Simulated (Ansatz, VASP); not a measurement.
AlN: VASP beside Ansatz

File INCAR:

```
PREC     = Accurate       # precision mode
ENCUT    = 520            # plane-wave cutoff, eV
EDIFF    = 1E-7           # SCF threshold, eV
ISMEAR   = 0              # smearing method
SIGMA    = 0.05           # smearing width, eV
LREAL    = False          # projectors in reciprocal space
LASPH    = True           # aspherical terms in the spheres
NELM     = 80             # most SCF steps
ALGO     = Normal         # electronic algorithm
ISIF     = 2              # what is computed and relaxed
LWAVE    = False          # write WAVECAR
LCHARG   = True           # write CHGCAR
GGA      = CA             # functional
LELF     = True           # ELF
LVHAR    = True         
NBANDS   = 16             # bands
```

Contents of KPOINTS:

```
Automatic mesh
0
Gamma
  9 9 6
```

POSCAR

```
AlN
1.0
    3.3121157418      0.0000000000      0.0000000000
   -1.6560578709      2.8683763727      0.0000000000
    0.0000000000      0.0000000000      4.1875630000
Al N
2 2
Direct
    0.3333333333      0.6666666667      0.7500000000
    0.6666666667      0.3333333333      0.2500000000
    0.3333333333      0.6666666667      0.2500000000
    0.6666666667      0.3333333333      0.7500000000
```

Input for Ansatz:

```yaml
crystal:
  lattice:
    - [3.3121157418, 0.0, 0.0]
    - [-1.6560578709, 2.8683763727, 0.0]
    - [0.0, 0.0, 4.187563]
  atoms:
    - { symbol: Al, position: [0.3333333333, 0.6666666667, 0.75] }
    - { symbol: Al, position: [0.6666666667, 0.3333333333, 0.25] }
    - { symbol: "N", position: [0.3333333333, 0.6666666667, 0.25] }
    - { symbol: "N", position: [0.6666666667, 0.3333333333, 0.75] }
basis:
  ecutwfc: 420
kpoints:
  mp_grid: { grid: [9, 9, 6] }
hamiltonian:
  xc: lda
scf:
  occupations: { method: gaussian, width: 0.05 }
output:
  forces: true
  stress: true
  eigenvalues: true
```

Measurements of this composition are mostly on another form, of space group No. 186.

Alike in both runs: task single point; functional LDA; k mesh 9 × 9 × 6; occupations gaussian, width 0.05 eV; no spin polarisation.

|  | VASP | Ansatz |
| --- | --- | --- |
| version | VASP 6.6.1 | Ansatz 0.2.0 |
| potentials or method | VASP PAW LDA potentials, release 64 (Al, N) | scalar-relativistic, plane waves, PAW |
| plane-wave cutoff (eV) | 520 | 420 |
| valence electrons in the cell | 16 | 16 |

|  | VASP | Ansatz | Ansatz less VASP |
| --- | --- | --- | --- |
| gap on the k mesh at the Fermi level (eV) | 3.29 | 3.28 | -0.009 |
| least direct gap on the mesh (eV) | 3.29 | 3.28 | -0.009 |
| pressure (GPa) | -8.2 | -8.7 | -0.50 |
| largest component of the traceless stress (GPa) | 0.32 | 0.12 | -0.198 |

Caveats: an odd mesh through Γ misses points on the zone boundary, where band edges often lie. As with any semilocal functional, this LDA gap is likely too small.
